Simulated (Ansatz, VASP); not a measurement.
**Two plane-wave programs on PbSe**

Contents of POSCAR:

```
PbSe
1.0
    3.7331762438      0.0000000000      0.0000000000
    0.0000000000      3.7331762438      0.0000000000
    0.0000000000      0.0000000000      3.7331762438
Pb Se
1 1
Direct
    0.0000000000      0.0000000000      0.0000000000
    0.5000000000      0.5000000000      0.5000000000
```

File INCAR.step1:

```
PREC = Accurate
ENCUT = 520
ISMEAR = -1
SIGMA = 0.05
LREAL = F
LASPH = T
NELM = 60
NBANDS = 17
GGA = PE
ALGO = Normal
EDIFF = 1E-4
LWAVE = T
LCHARG = F
```

The input INCAR.step2:

```
PREC = Accurate
ENCUT = 520
EDIFF = 1E-6
ISMEAR = -1
SIGMA = 0.05
LREAL = F
LASPH = T
NELM = 60
ALGO = Normal
ISIF = 2
LWAVE = F
LCHARG = T
METAGGA = R2SCAN
LMIXTAU = T
LELF = T
LVHAR = T
NBANDS = 17
ISTART = 1
```

The input KPOINTS:

```
regular mesh
0
Gamma
  7 7 7
```

The input input.yaml:

```yaml
crystal:
  lattice:
    - [3.7331762438, 0.0, 0.0]
    - [0.0, 3.7331762438, 0.0]
    - [0.0, 0.0, 3.7331762438]
  atoms:
    - { symbol: Pb, position: [0.0, 0.0, 0.0] }
    - { symbol: Se, position: [0.5, 0.5, 0.5] }
hamiltonian:
  xc: r2scan
  pseudopotentials: { kind: paw }
kpoints:
  mp_grid: { grid: [7, 7, 7] }
scf:
  occupations: { method: fermi_dirac, width: 0.05 }
output:
  forces: true
  stress: true
  eigenvalues: true
  write_density: true
  write_potential: true
  elf: true
  volumetric_format: npy
```

Measurements of this composition are mostly on another form, of space group No. 225.

Alike in both runs: task single point; functional r2SCAN; k mesh 7 × 7 × 7; occupations fermi-dirac, width 0.05 eV; no spin polarisation.

|  | VASP | Ansatz |
| --- | --- | --- |
| version | VASP 6.6.1 | Ansatz 0.2.0 |
| potentials or method | VASP PAW PBE potentials, release 64 (Pb_d, Se) | Ansatz PAW |
| plane-wave cutoff (eV) | 520 | 500 |
| valence electrons in the cell | 20 | 30 |

```csv
,VASP,Ansatz,Ansatz less VASP
gap on the k mesh at the Fermi level (eV),none,none,-
pressure (GPa),1.4,1.4,-0.03
```

A gap of «none» marks a metal or a gap that the smearing closes. The two sets of potentials don't hold the same shells in valence.

Caveats: the PAW data sets were made with another functional, which shifts forces and pressure a little (VASP); the PAW data sets come from PBE, with cores solved anew for the run's functional, which leaves a small shift of forces and pressure (Ansatz). Spin-orbit coupling is left out, which matters for the levels of Pb.
